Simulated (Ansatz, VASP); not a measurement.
## Two plane-wave programs on Mg3Se

INCAR

```
PREC = Accurate
ENCUT = 600
EDIFF = 1E-6
ISMEAR = 0
SIGMA = 0.1
LREAL = F
LASPH = T
NELM = 100
ALGO = Normal
ISIF = 3
LWAVE = F
LCHARG = F
GGA = PE
IBRION = 2
NSW = 100
EDIFFG = -0.01
```

File KPOINTS:

```
regular mesh
0
Gamma
  8 8 16
```

File POSCAR:

```
Mg3Se
1.0
    5.8164988178      0.0000000000      0.0000000000
    0.0000000000      5.8164988178      0.0000000000
    0.0000000000      0.0000000000      3.0358862423
Mg Se
3 1
Direct
    0.0000000000      0.5000000000      0.0000000000
    0.5000000000      0.0000000000      0.0000000000
    0.0000000000      0.0000000000      0.0000000000
    0.5000000000      0.5000000000      0.0000000000
```

Input for Ansatz:

```yaml
crystal:
  lattice:
    - [5.8164988178, 0.0, 0.0]
    - [0.0, 5.8164988178, 0.0]
    - [0.0, 0.0, 3.0358862423]
  atoms:
    - { symbol: Mg, position: [0.0, 0.5, 0.0] }
    - { symbol: Mg, position: [0.5, 0.0, 0.0] }
    - { symbol: Mg, position: [0.0, 0.0, 0.0] }
    - { symbol: Se, position: [0.5, 0.5, 0.0] }
basis:
  ecutwfc: 420
kpoints:
  mp_grid: { grid: [8, 8, 16] }
hamiltonian:
  xc: pbe
scf:
  occupations: { method: gaussian, width: 0.1 }
output:
  forces: true
  stress: true
  eigenvalues: true
  write_density: true
  write_potential: true
  elf: true
  volumetric_format: npy
relax:
  adjacent_minimum: "off"
  f_tol: 0.01
  max_steps: 80
  cell: { stress_tol: 0.05 }
```

Alike in both runs: task relaxation of cell and atoms; functional PBE; k mesh 8 × 8 × 16; occupations gaussian, width 0.1 eV; no spin polarisation.

|  | VASP | Ansatz |
| --- | --- | --- |
| version | VASP 6.6.1 | Ansatz 0.2.0 |
| potentials or method | VASP PAW PBE potentials, release 64 (Mg, Se) | scalar-relativistic, plane waves, PAW |
| plane-wave cutoff (eV) | 600 | 420 |
| valence electrons in the cell | 12 | 46 |

Ansatz gave:

| Item | Value |
| --- | --- |
| gap on the k mesh at the Fermi level, each at its own relaxed structure (eV) | none |
| relaxed volume (Å³/atom) | 25.28 |
| relaxed cell length with the largest relative difference (Å) | 2.944 |
| energy change over the relaxation (meV/atom) | -8 |

Problem. Estimate VASP's values.

Solution. gap on the k mesh at the Fermi level, each at its own relaxed structure (eV): none; relaxed volume (Å³/atom): 25.25; relaxed cell length with the largest relative difference (Å): 2.943; energy change over the relaxation (meV/atom): -8.

A gap of «none» marks a metal or a gap that the smearing closes. The two sets of potentials don't hold the same shells in valence.
